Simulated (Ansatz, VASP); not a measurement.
# Two plane-wave programs on H4C

Contents of INCAR:

```
SYSTEM = H4C
PREC = Accurate
ENCUT = 520
EDIFF = 1E-6
ISMEAR = -1
SIGMA = 0.05
LREAL = Auto
LASPH = .True.
NELM = 60
ALGO = Normal
ISIF = 2
LWAVE = .False.
LCHARG = .False.
GGA = PE
IVDW = 12
IBRION = 2
NSW = 35
EDIFFG = -0.3
```

KPOINTS

```
Automatic mesh
0
Gamma
  1 1 1
  0 0 0
```

POSCAR

```
H4C
1.0
    7.8912360000      0.0000000000      0.0000000000
    0.0000000000      7.8912360000      0.0000000000
    0.0000000000      0.0000000000      7.8912360000
C H
6 24
Direct
    0.1923029000      0.1657382000      0.4681662000
    0.6110661000      0.9050877000      0.1345941000
    0.9169377000      0.6003967000      0.4695829000
    0.9415334000      0.2194768000      0.8761513000
    0.4154457000      0.4233412000      0.8312238000
    0.8675174000      0.6886898000      0.8884371000
    0.2213794000      0.0717236000      0.5650341000
    0.1011439000      0.2566297000      0.5181297000
    0.1386656000      0.1028073000      0.3575755000
    0.3080227000      0.2317921000      0.4319256000
    0.7132902000      0.9641793000      0.2061901000
    0.5187770000      0.8512193000      0.2220498000
    0.6626982000      0.8049666000      0.0547350000
    0.5494989000      0.9999855000      0.0554015000
    0.8541292000      0.6379795000      0.3524923000
    1.0536058000      0.6133772000      0.4547208000
    0.8860370000      0.4688979000      0.4982324000
    0.8739786000      0.6813321000      0.5728861000
    0.9930528000      0.0978625000      0.9164412000
    0.8325589000      0.2515794000      0.9546468000
    0.9022786000      0.2113335000      0.7440138000
    1.0382433000      0.3171318000      0.8895032000
    0.5234104000      0.4753955000      0.8997916000
    0.4600775000      0.3328610000      0.7369428000
    0.3472773000      0.5255868000      0.7682438000
    0.3310175000      0.3595215000      0.9199171000
    0.8779830000      0.7812360000      0.9903844000
    0.7359354000      0.6487446000      0.8758620000
    0.9463169000      0.5790839000      0.9175018000
    0.9098342000      0.7456947000      0.7700003000
```

Input for Ansatz:

```yaml
accuracy: low
crystal:
  lattice:
    - [7.891236, 0.0, 0.0]
    - [0.0, 7.891236, 0.0]
    - [0.0, 0.0, 7.891236]
  atoms:
    - { symbol: C, position: [0.1923029, 0.1657382, 0.4681662] }
    - { symbol: H, position: [0.2213794, 0.0717236, 0.5650341] }
    - { symbol: H, position: [0.1011439, 0.2566297, 0.5181297] }
    - { symbol: H, position: [0.1386656, 0.1028073, 0.3575755] }
    - { symbol: H, position: [0.3080227, 0.2317921, 0.4319256] }
    - { symbol: C, position: [0.6110661, 0.9050877, 0.1345941] }
    - { symbol: H, position: [0.7132902, 0.9641793, 0.2061901] }
    - { symbol: H, position: [0.518777, 0.8512193, 0.2220498] }
    - { symbol: H, position: [0.6626982, 0.8049666, 0.054735] }
    - { symbol: H, position: [0.5494989, 0.9999855, 0.0554015] }
    - { symbol: C, position: [0.9169377, 0.6003967, 0.4695829] }
    - { symbol: H, position: [0.8541292, 0.6379795, 0.3524923] }
    - { symbol: H, position: [1.0536058, 0.6133772, 0.4547208] }
    - { symbol: H, position: [0.886037, 0.4688979, 0.4982324] }
    - { symbol: H, position: [0.8739786, 0.6813321, 0.5728861] }
    - { symbol: C, position: [0.9415334, 0.2194768, 0.8761513] }
    - { symbol: H, position: [0.9930528, 0.0978625, 0.9164412] }
    - { symbol: H, position: [0.8325589, 0.2515794, 0.9546468] }
    - { symbol: H, position: [0.9022786, 0.2113335, 0.7440138] }
    - { symbol: H, position: [1.0382433, 0.3171318, 0.8895032] }
    - { symbol: C, position: [0.4154457, 0.4233412, 0.8312238] }
    - { symbol: H, position: [0.5234104, 0.4753955, 0.8997916] }
    - { symbol: H, position: [0.4600775, 0.332861, 0.7369428] }
    - { symbol: H, position: [0.3472773, 0.5255868, 0.7682438] }
    - { symbol: H, position: [0.3310175, 0.3595215, 0.9199171] }
    - { symbol: C, position: [0.8675174, 0.6886898, 0.8884371] }
    - { symbol: H, position: [0.877983, 0.781236, 0.9903844] }
    - { symbol: H, position: [0.7359354, 0.6487446, 0.875862] }
    - { symbol: H, position: [0.9463169, 0.5790839, 0.9175018] }
    - { symbol: H, position: [0.9098342, 0.7456947, 0.7700003] }
basis:
  ecutwfc: 420.0
kpoints:
  mp_grid: { grid: [1, 1, 1] }
hamiltonian:
  xc: pbe
  dispersion: d3bj
scf:
  occupations: { method: fermi_dirac, width: 0.05 }
  lower_state_search: "off"
relax:
  f_tol: 0.3
  max_steps: 15
  adjacent_minimum: "off"
output:
  write_density: true
  write_potential: true
  elf: true
  volumetric_format: npy
```

Alike in both runs: task relaxation of the atoms; functional PBE; dispersion D3(BJ); k mesh 1 × 1 × 1; occupations fermi-dirac, width 0.05 eV; no spin polarisation.

```csv
,VASP,Ansatz
version,VASP 6.6.1,Ansatz 0.2.0
potentials or method,"VASP PAW PBE potentials, release 64 (C, H)","scalar-relativistic, plane waves, PAW"
plane-wave cutoff (eV),520,420
valence electrons in the cell,48,48
```

```tsv
	VASP	Ansatz	Ansatz less VASP
gap on the k mesh at the Fermi level, each at its own relaxed structure (eV)	6.71	7.00	+0.299
energy change over the relaxation (meV/atom)	-2	-7	-5.1
```

Ansatz warned: «xc_potential_rough_in_thin_density».

 As with any semilocal functional, this PBE gap is likely too small.
